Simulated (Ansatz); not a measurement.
# fcc Cu(111) / fcc Pd(111) interface: specific resistance

Wanted: 2AR for the fcc Cu(111) / fcc Pd(111) interface, at several levels. Experiment: current-perpendicular-to-plane resistances of sputtered multilayers at 4.2 K give 2AR = 0.9 ± 0.1 fΩ m² (J. Bass, CPP magnetoresistance of magnetic multilayers: a critical review, arXiv:1511.07387 (2015), Table 10). Those interfaces are textured, rough and intermixed over some layers.

Main program and level: Ansatz 0.2.0; Ansatz plane-wave DFT, PBE, PAW files; ballistic transport by layer matching (Landauer), zero bias, in the first sound run; inputs show where later runs differ.

## 1. Starting point

The cell holds 18 atoms: 9 Cu and 9 Pd. Cell: a = 2.653 Å, b = 2.653 Å, c = 39.153 Å, α = 90.0°, β = 90.0°, γ = 120.0°. It derives from Cu and Pd. Regions: Cu, 9 atoms (9 Cu); Pd, 9 atoms (9 Pd). The structure's axis is c.

## 2. Transmission: PBE

Both metals share one in-plane lattice, the mean of the two, each at its own atomic volume. The two leads are named in the middle of each metal, so that only one of the cell's two interfaces is crossed. The mesh across the current, 54×54, is finer than the density's, because channels open and close sharply across the zone. Energies from -0.27 to 0.27 eV in steps of 0.036 eV cover the slope of the Fermi function at 300 K, so the program can form a conductance.

File input.yaml:

```yaml
crystal:
  lattice:
    - [2.6533333436, 0.0, 0.0]
    - [-1.3266666718, 2.2978540803, 0.0]
    - [0.0, 0.0, 39.1527780353]
  atoms:
    - { symbol: Cu, position: [0.0, 0.0, 0.0255409718] }
    - { symbol: Cu, position: [0.3333333333, 0.6666666667, 0.0750145878] }
    - { symbol: Cu, position: [0.6666666667, 0.3333333333, 0.1244882038] }
    - { symbol: Cu, position: [0.0, 0.0, 0.1739618197] }
    - { symbol: Cu, position: [0.3333333333, 0.6666666667, 0.2234354357] }
    - { symbol: Cu, position: [0.6666666667, 0.3333333333, 0.2729090517] }
    - { symbol: Cu, position: [0.0, 0.0, 0.3223826677] }
    - { symbol: Cu, position: [0.3333333333, 0.6666666667, 0.3718562837] }
    - { symbol: Cu, position: [0.6666666667, 0.3333333333, 0.4213298996] }
    - { symbol: Pd, position: [0.0, 0.0, 0.4768854552] }
    - { symbol: Pd, position: [0.3333333333, 0.6666666667, 0.5385229503] }
    - { symbol: Pd, position: [0.6666666667, 0.3333333333, 0.6001604455] }
    - { symbol: Pd, position: [0.0, 0.0, 0.6617979406] }
    - { symbol: Pd, position: [0.3333333333, 0.6666666667, 0.7234354357] }
    - { symbol: Pd, position: [0.6666666667, 0.3333333333, 0.7850729309] }
    - { symbol: Pd, position: [0.0, 0.0, 0.846710426] }
    - { symbol: Pd, position: [0.3333333333, 0.6666666667, 0.9083479211] }
    - { symbol: Pd, position: [0.6666666667, 0.3333333333, 0.9699854163] }
kpoints:
  mp_grid: { grid: [16, 16, 1] }
hamiltonian:
  xc: pbe
scf:
  occupations: { method: fermi_dirac, width: 0.1 }
output:
  transmission:
    leads: [[3, 4], [12, 13]]
    kmesh: [54, 54]
    e_range: [-0.27, 0.27]
    de: 0.036
  write_potential: true
  write_density: true
  volumetric_format: npy
  elf: true
```

Run with:

```
$ ansatz run input.yaml --threads 8 --pin off --max-ram 15360MiB --backend cpu --events-out ev --progress --plain --runs-dir out
```

Numbers of over 12 decimals in the logs are rounded to 6 here.

Log:

```text
Engine: ansatz 0.2.0, aarch64-unknown-linux-gnu
Pseudopotentials: kind: paw
Pseudopotential: Cu, paw, valence charge 19, recommended cutoff 420 eV (normal), Cu.paw.azcp
Pseudopotential: Pd, paw, valence charge 18, recommended cutoff 420 eV (normal), Pd.paw.azcp
Functional definition: PBE
  parameter kappa = 0.804
  parameter beta = 0.066725
  exchange = pbe_x(kappa = kappa, mu = beta*pi^2/3)
  correlation = pbe_c(beta = beta)
Crystal: 18 atoms, lattice volume = 238.713 Å³
Basis set: ecut = 420 eV, 4769 PW (Γ)
Bands: 200, of which v1, the nominal top of the filled ones, is band 167 counted from 1 (166 counted from 0)
Symmetry: 12 space group operations
Space group: P-3m1 (ITA 164), of the structure as read, at distance tolerance 6.2e-5 Å
k-points: 30 of 256
Non-local potential: Cu, projectors of the file, l = 0: 3, l = 1: 2, l = 2: 3, l = 3: 1
Non-local potential: Pd, projectors of the file, l = 0: 2, l = 1: 2, l = 2: 2, l = 3: 1
PAW form: soft (Blöchl's): semilocal exchange-correlation on the pseudo side does not see the compensation charge
PAW one-centre angular grid: Cu, 590 points (default); XC on 64 Gauss nodes
PAW one-centre angular grid: Pd, 590 points (default); XC on 64 Gauss nodes
Initial density: superposition of atomic densities (neutral atoms: chi_scale 0, normalization atom), corrected by the library's trained network
Initial wavefunctions: pseudopotential atomic-orbital guess
Functional: x = pbe(κ = 0.804, μ = 0.219515), c = pbe(β = 0.066725)
SCF iter   1: F=—  HF=-122382.070832 eV  |F-HF|=—  |Δ(HF+E_count)|=         —  Δρ=2.12e-2  dr2=9.68e1  ethr=1.77e-3  ⟨swp⟩=5.4  Hψ=20873  notcnv=0  defer=296
preconditioner: auto → Kerker (q_TF=auto, 2.884 Å⁻¹)  [metal: Δε(μ)=0.011 eV  Ē_g=9.677 eV  σ=0.100 eV  W_gap=0.03  n_scr=100 (ndim 8)  ℏωp=33.0 eV  f_vac=0.000  D(μ)=17.59/eV (n_scr^D=230)]
SCF iter   2: F=—  HF=-122381.914302 eV  |F-HF|=—  |Δ(HF+E_count)|=   1.57e-1  Δρ=8.59e-3  dr2=3.84e1  ethr=1.77e-3  ⟨swp⟩=1.4  Hψ=6955  notcnv=0  defer=308
SCF iter   3: F=—  HF=-122381.808373 eV  |F-HF|=—  |Δ(HF+E_count)|=   1.06e-1  Δρ=8.33e-3  dr2=9.44e0  ethr=1.77e-3  ⟨swp⟩=2.0  Hψ=5730  notcnv=0  defer=308
SCF iter   4: F=—  HF=-122381.763850 eV  |F-HF|=—  |Δ(HF+E_count)|=   4.45e-2  Δρ=2.13e-3  dr2=6.45e-1  ethr=1.77e-3  ⟨swp⟩=1.1  Hψ=6507  notcnv=0  defer=296
SCF iter   5: F=—  HF=-122381.759159 eV  |F-HF|=—  |Δ(HF+E_count)|=   4.69e-3  Δρ=7.62e-4  dr2=9.44e-3  ethr=1.94e-4  ⟨swp⟩=1.0  Hψ=5849  notcnv=0  defer=321
SCF iter   6: F=—  HF=-122381.758258 eV  |F-HF|=—  |Δ(HF+E_count)|=   9.01e-4  Δρ=1.91e-4  dr2=4.79e-4  ethr=2.83e-6  ⟨swp⟩=2.0  Hψ=7769  notcnv=0  defer=321
SCF iter   7: F=—  HF=-122381.758300 eV  |F-HF|=—  |Δ(HF+E_count)|=   4.24e-5  Δρ=1.11e-4  dr2=3.49e-4  ethr=1.44e-7  ⟨swp⟩=2.0  Hψ=7068  notcnv=0  defer=321
SCF iter   8: F=—  HF=-122381.758318 eV  |F-HF|=—  |Δ(HF+E_count)|=   1.75e-5  Δρ=9.92e-5  dr2=4.19e-5  ethr=1.05e-7  ⟨swp⟩=1.0  Hψ=5445  notcnv=0  defer=321
SCF iter   9: F=—  HF=-122381.758455 eV  |F-HF|=—  |Δ(HF+E_count)|=   1.38e-4  Δρ=3.07e-5  dr2=9.87e-6  ethr=1.26e-8  ⟨swp⟩=2.0  Hψ=8234  notcnv=0  defer=322
SCF iter  10: F=—  HF=-122381.758455 eV  |F-HF|=—  |Δ(HF+E_count)|=   2.50e-7  Δρ=1.45e-5  dr2=7.99e-6  ethr=2.96e-9  ⟨swp⟩=1.6  Hψ=5941  notcnv=0  defer=322
SCF iter  11: F=—  HF=-122381.758455 eV  |F-HF|=—  |Δ(HF+E_count)|=   1.80e-7  Δρ=3.28e-6  dr2=6.09e-7  ethr=2.40e-9  ⟨swp⟩=1.0  Hψ=5445  notcnv=0  defer=322
SCF iter  12: F=—  HF=-122381.758455 eV  |F-HF|=—  |Δ(HF+E_count)|=   6.32e-9  Δρ=4.10e-6  dr2=2.64e-7  ethr=3.00e-11  ⟨swp⟩=8.5  Hψ=20668  notcnv=0
SCF iter  13: F=-122381.758455 eV  HF=-122381.758455 eV  |F-HF|=9.18e-8  |Δ(HF+E_count)|=   8.73e-9  Δρ=1.36e-6  dr2=9.33e-8  ethr=3.00e-11  ⟨swp⟩=1.5  Hψ=11702  notcnv=0
SCF 1 converged in 13 iterations: F = -122381.758455 eV  dr2 = 9.33e-8
  greatest PAW one-centre occupation: 1.000 electrons in one spin orbital (limit 2), on the Cu atom at site 8 (counted from 0), in its partial waves of l = 0
transmission: 898 of 8943 steps passed
transmission: 1789 of 8943 steps passed
[...]
transmission: 8943 of 8943 steps passed
SCF converged after 13 iterations
Free energy (F): -122381.758455 eV
Harris-Foulkes:  -122381.758455 eV  (|F-HF|=9.18e-8)
Internal energy: -122381.244809 eV  (E = F + TS)
E sigma→0 (E₀):  -122381.501632 eV
Entropy (-TS):   -0.513645 eV (-28.536 meV/atom)
Fermi energy:    18.527227 eV
--- Per-component energies (eV) ---
  E_band       = -4379.562784
  E_kinetic    = 7332.288921
  E_local      = -102079.747338  (includes V_loc(G=0)·N_el)
  E_nonlocal   = 5465.082302
  E_hartree    = 47444.392515
  E_xc         = -2327.816282
  E_vxc        = -2949.901987  (∫ρ·V_xc dr)
  E_paw        = -48720.568740  (= ΣΔE_a)
  E_vpaw       = -7035.976972  (= ΣTr[D̂ρ^β])
  E_aug_tail   = 0.004471  (compensation charges beyond the density's cutoff)
  E_ewald      = -29494.880658
  E_smearing   = -0.513645  (= −TS)
  E_closure    = -0.000000  (closes the sum)
  Σ components = -122381.758455   (vs F -122381.758455, Δ=0.00e0)
--- Band table (eV; the first three rows and the last of 30) ---
  k-point 0: bands = [... 163 lower, 17.5135, 17.5135, 17.6063, 17.6063, 17.7412, 17.7412, 17.9092, 17.9092, ... 29 higher]
  k-point 1: bands = [... 163 lower, 17.4087, 17.4437, 17.4899, 17.5960, 17.6382, 17.6775, 17.7367, 17.9076, ... 29 higher]
  k-point 2: bands = [... 163 lower, 17.3244, 17.4145, 17.4684, 17.5528, 17.7127, 17.8418, 17.8953, 17.9360, ... 29 higher]
  k-point 29: bands = [... 163 lower, 20.3168, 20.7266, 21.2102, 21.5136, 21.6262, 21.8080, 21.9697, 22.3833, ... 29 higher]
--- Transmission ---
  basis      : 55 plane waves across, 33 finite elements along
  points     : 271, standing for a mesh of 54 x 54
  filling    : by the input's occupations and mesh, since the crystals that have channels conduct as metals do. If one of these is a semiconductor, that mesh has misplaced its level
  energies   : 16 from -0.270000 to 0.270000 eV about the Fermi level, 0.036000 eV apart; the leads are filled to 0.000000 eV, and channels, transmission and decay are at 0.018000 eV
  crystal 0  : Cu1, at the sites [3, 4], period 1.9370 Å, over 17.43 Å; its Hamiltonian steps by up to 0.9 meV
    offset         : up to 0.0000 Å between an atom of the period and one for which it stands
    filled         : 23.9 meV over the level at which it is neutral
    channels       : 8.799726e-1 a spin
    conductance    : 1.1180e15 S/m² at 300 K; may be off by some 0.0 % by where its bands' edges are placed, 1.0 % from the k-mesh, 0.2 % from the distance to neutral
    slowest decay  : 0.1161 /Å at (0.3889, 0.1667)
  crystal 1  : Pd1, at the sites [12, 13], period 2.4133 Å, over 21.72 Å; its Hamiltonian steps by up to 0.2 meV
    offset         : up to 0.0000 Å between an atom of the period and one for which it stands
    filled         : 29.3 meV over the level at which it is neutral
    channels       : 9.211248e-1 a spin
    conductance    : 1.1618e15 S/m² at 300 K; may be off by some 0.0 % by where its bands' edges are placed, 1.8 % from the k-mesh, 2.5 % from the distance to neutral
    slowest decay  : 0.0423 /Å at (0.4259, 0.0000)
  junction   : crystal 0 to crystal 1, 9.02 to 26.42 Å
    transmission   : 5.095023e-1 a spin
    conductance    : 6.5264e14 S/m² at 300 K (6.4801e14 on every other point, 6.5599e14 on every other energy)
    error estimate : 0.5 % from the energy spacing and 0.6 % from band edges of the leads and from resonances (wavevectors taken as independent; lower de), 1.6 % from the k-mesh, 2.5 % from the steps of its leads' Hamiltonians or their offsets (lay more layers), 1.9 % from the distance to neutral
    resistance     : 6.5462e-4 Ω µm² beyond half of each lead's own
```

Run time: 3.8 min. Hardware: 8 threads of Arm Neoverse N1, shared host; peak memory 2.4 GiB; 21 min of CPU time.

Numbers from this step:

| Item | Value |
| --- | --- |
| free energy | -122381.7585 eV |
| energy at zero smearing | -122381.5016 eV |
| Fermi energy | 18.53 eV |
| cell area | 6.097 Å² |
| step of the lead's potential | 0.9 meV |
| ballistic conductance of the lead | 1.12e15 S/m² |
| estimated errors of the lead's conductance | 0, 1, 0.2 % (band edges, k-mesh, distance from neutral) |
| lead conductance per cell | 0.8798 G₀ |
| step of the upper lead's potential | 0.2 meV |
| ballistic conductance of the upper lead | 1.16e15 S/m² |
| conductance of the junction | 6.53e14 S/m² |
| junction conductance per cell | 0.5136 G₀ |
| estimated errors of the junction's conductance | 0.5, 0.6, 1.6, 2.5, 1.9 % (energy step, band edges, k-mesh, leads' steps, distance from neutral) |
| area resistance that the stack adds (contact term taken off, spin by spin) | 0.6546 fΩ m² |

Per spin. Table of transmission, zone mean by energy, zero at the Fermi level:

| energy (eV) | transmission, zone mean |
| --- | --- |
| -0.270 | 0.643 |
| -0.234 | 0.634 |
| -0.198 | 0.615 |
| -0.162 | 0.597 |
| -0.126 | 0.577 |
| -0.090 | 0.544 |
| -0.054 | 0.526 |
| -0.018 | 0.517 |
| 0.018 | 0.510 |
| 0.054 | 0.498 |
| 0.090 | 0.487 |
| 0.126 | 0.473 |
| 0.162 | 0.460 |
| 0.198 | 0.451 |
| 0.234 | 0.440 |
| 0.270 | 0.433 |

Per spin. The open channels, zone mean by energy, zero at the Fermi level:

| energy (eV) | lead | upper lead |
| --- | --- | --- |
| -0.270 | 0.843 | 1.47 |
| -0.234 | 0.847 | 1.37 |
| -0.198 | 0.872 | 1.27 |
| -0.162 | 0.876 | 1.16 |
| -0.126 | 0.876 | 1.04 |
| -0.090 | 0.876 | 0.977 |
| -0.054 | 0.876 | 0.952 |
| -0.018 | 0.880 | 0.911 |
| 0.018 | 0.880 | 0.921 |
| 0.054 | 0.880 | 0.857 |
| 0.090 | 0.896 | 0.841 |
| 0.126 | 0.906 | 0.793 |
| 0.162 | 0.904 | 0.746 |
| 0.198 | 0.904 | 0.674 |
| 0.234 | 0.902 | 0.611 |
| 0.270 | 0.902 | 0.514 |

Transmission over k1 and k2. At -0.0180 eV from the Fermi level (the log's summary may quote the solved energy on the other side of it).

Ten even steps from '_' (0.000) to '@' (1.000), each cell a mean:
```
..::****====--::::----==++##==..----........______......::--
****==++--::::........::----++::##++..____________________..
--++==++##++......____....--##%%==++==::__________________..
--==--..@@@@@@@@@@%%%%@@@@@@@@@@**::--==::________________..
----::__++@@@@@@@@@@@@@@@@@@@@@@@@++__::--::..____________..
::::..__++@@@@@@@@@@@@@@@@@@@@@@@@@@##......::..__________..
----..__::@@@@@@@@@@@@@@@@@@@@@@@@@@@@%%____..--::________..
--==::__::@@@@@@@@@@@@@@@@@@@@@@@@@@@@@@%%==__..----..____..
====--__++@@@@@@@@@@@@@@@@@@@@@@@@@@@@@@@@@@##....====::....
++##==..%%@@@@@@@@@@@@@@@@%%%%%%@@@@@@@@@@@@@@@@++::==**++--
..--==++@@@@@@@@@@@@@@@@@@%%%%%%%%@@@@@@@@@@@@@@@@@@##==--__
..--**++==%%@@@@@@@@@@@@@@@@%%%%%%%%@@@@@@@@@@@@@@@@##--++++
==--==++==::--@@@@@@@@@@@@@@@@@@%%@@@@@@@@@@@@@@@@@@::..++**
::..__::--==....**@@@@@@@@@@@@@@@@@@@@@@@@@@@@@@@@@@__..--==
::______..----..__::%%@@@@@@@@@@@@@@@@@@@@@@@@@@@@**____::--
::__________::::..__..%%@@@@@@@@@@@@@@@@@@@@@@@@@@%%____..--
..____________..::::....**@@@@@@@@@@@@@@@@@@@@@@@@@@..__::::
::______________..::--::..**@@@@@@@@@@@@@@@@@@@@@@@@--..----
::__________________::====::**@@@@####**--**####%%@@##::====
::____________________..==****++::______________..::++==****
==..____________________::++==--**++==--::....::--==++**--++
..----::::::......::::::::==____++++==------::::----==++**__
```
Columns: k1 (b1) from -0.5 to 0.481; rows upwards: k2 (b2) from -0.5 to 0.481.

Open channels over k1 and k2. At -0.0180 eV from the Fermi level (the log's summary may quote the solved energy on the other side of it).

Values, 12 rows by 16 columns, each cell a mean:
```
1.00 1.00 1.00 1.00 1.00 1.00 1.00 1.00 1.00 1.00 0.75 0.44 0.44 0.44 0.55 0.96
1.00 1.00 1.00 1.00 1.00 1.00 1.00 1.00 1.00 1.00 0.88 0.18 0.00 0.00 0.00 0.63
1.00 1.00 1.00 1.00 1.00 1.00 1.00 1.00 1.00 1.00 1.00 0.97 0.41 0.00 0.00 0.59
1.00 1.00 1.00 1.00 1.00 1.00 1.00 1.00 1.00 1.00 1.00 1.00 1.00 0.65 0.05 0.59
1.00 1.00 1.00 1.00 1.00 1.00 1.00 1.00 1.00 1.00 1.00 1.00 1.00 1.00 0.96 0.98
1.00 1.00 1.00 1.00 1.00 1.00 1.00 1.00 1.00 1.00 1.00 1.00 1.00 1.00 1.00 1.00
1.00 1.00 1.00 1.00 1.00 1.00 1.00 1.00 1.00 1.00 1.00 1.00 1.00 1.00 1.00 1.00
0.98 0.71 0.98 1.00 1.00 1.00 1.00 1.00 1.00 1.00 1.00 1.00 1.00 1.00 1.00 1.00
0.89 0.00 0.22 0.88 1.00 1.00 1.00 1.00 1.00 1.00 1.00 1.00 1.00 1.00 1.00 1.00
0.89 0.00 0.00 0.08 0.70 1.00 1.00 1.00 1.00 1.00 1.00 1.00 1.00 1.00 1.00 1.00
0.93 0.06 0.00 0.00 0.00 0.53 1.00 1.00 1.00 1.00 1.00 1.00 1.00 1.00 1.00 1.00
1.00 0.86 0.67 0.67 0.67 0.76 1.00 1.00 1.00 1.00 1.00 1.00 1.00 1.00 1.00 1.00
```
Columns: k1 (b1) from -0.5 to 0.481; rows upwards: k2 (b2) from -0.5 to 0.481.

Electrostatic potential energy in the ca plane at fractional y = 0.000, with atoms of Cu and Pd within 0.2 Å of it. With pseudopotentials it is smooth inside the atoms' cores, unlike the true potential.

Values in eV, 5 rows by 16 columns, each cell a mean:
```
 20  19   1 -25  16  19  20  19  -2 -26  15  18  20  19  19   6
 17  10  16   8  16  11  15  12  14   5  19   6  16  12  10  17
 15   3  18  18  14   6  12   7  19  16  19  -2  14   7   4  20
 18  14  11  -4  16  15  17  16   9  -8  18  11  18  15  14  14
 21  20  -3 -30  15  20  21  20  -6 -30  14  19  21  20  20   2
```
Columns run along c (16.0 Å, from fractional 0.24 to 0.65 of the cell; values clipped at the 3rd and 97th percentile), rows up along a (2.7 Å). Atoms in or near the plane, at fractional coordinates: Cu at (0.32, 0.00), Pd at (0.48, 0.00).

ELF in the ca plane at fractional y = 0.000, with atoms of Cu and Pd within 0.2 Å of it. It is the smooth field of the valence electrons, not physical close to the nuclei.

Values, 5 rows by 16 columns, each cell a mean:
```
0.23 0.23 0.23 0.42 0.22 0.21 0.22 0.22 0.38 0.47 0.23 0.21 0.17 0.19 0.21 0.31
0.20 0.17 0.20 0.19 0.20 0.17 0.19 0.17 0.25 0.32 0.19 0.32 0.21 0.26 0.28 0.21
0.19 0.18 0.22 0.21 0.19 0.18 0.19 0.17 0.21 0.21 0.19 0.40 0.24 0.30 0.34 0.19
0.21 0.18 0.20 0.21 0.20 0.18 0.20 0.18 0.30 0.42 0.20 0.26 0.19 0.22 0.24 0.25
0.23 0.26 0.26 0.57 0.23 0.23 0.23 0.24 0.38 0.42 0.24 0.21 0.17 0.19 0.21 0.33
```
Columns run along c (16.0 Å, from fractional 0.24 to 0.65 of the cell), rows up along a (2.7 Å). Atoms in or near the plane, at fractional coordinates: Cu at (0.32, 0.00), Pd at (0.48, 0.00).

Valence density in the ca plane at fractional y = 0.000, with atoms of Cu and Pd within 0.2 Å of it. It is the smooth field of the valence electrons, not physical close to the nuclei.

Ten steps, logarithmic in the rise over the least value, from '0' (0 e/Å³) to '9' (44 e/Å³), each cell a mean:
```
00000015885100000000001367641000000000000014
00000002553000000000000245420001100001110013
00111000110001110011100122210012210002221001
00122100000002210012100001000013320012331000
00121000000001210012100011100013320012321000
00011001331000100001000134310011110001210002
00000014774100000000001356631000000000000014
00000015996100000000001467641000000000000025
```
Columns run along c (16.0 Å, from fractional 0.24 to 0.65 of the cell), rows up along a (2.7 Å). Atoms in or near the plane, at fractional coordinates: Cu at (0.32, 0.00), Pd at (0.48, 0.00).

The larger of the two leads' potential steps is 0.9 meV from period to period, small in itself. The program estimates the junction's conductance to 1.6 % from the k-mesh, 1.9 % from the leads' distance from neutral and 2.5 % from their steps.

## 3. Resistance: PBE

This step: Ansatz plane-wave DFT, PBE, PAW files; ballistic transport by layer matching (Landauer), zero bias; specific resistance of one interface, 1/T less the mean of the leads' 1/N (Ansatz 0.2.0).

This step gave:

```
area resistance                                           : 0.6550 fΩ m²
T over the leads' mean channel count                      : 0.5731
twice the interface resistance (2AR, or 2AR* for magnets) : 1.310 fΩ m²
```

Twice the interface resistance is 1.31 fΩ m² here, against 0.9 measured.

By hand, with T and the leads' channels N averaged over the energies near the Fermi level: RA = A (h/2e²)(1/T − ½[1/N₁ + 1/N₂]) = 6.097×10⁻²⁰ m² × 12 906 Ω × (1/0.5127 − ½[1/0.8789 + 1/0.9103]) = 0.655 fΩ m².

[end of part 1 of 3]

[Logs are printed without paths, hosts, clocks, repeated set-up lines and the standing remarks that a program may print on its own settings, such as how far it seeks lower states.]

[Hosts, paths, dates, database ids (printed as entryN), source tags and the programs' standing remarks are cut or masked in the printed files.]
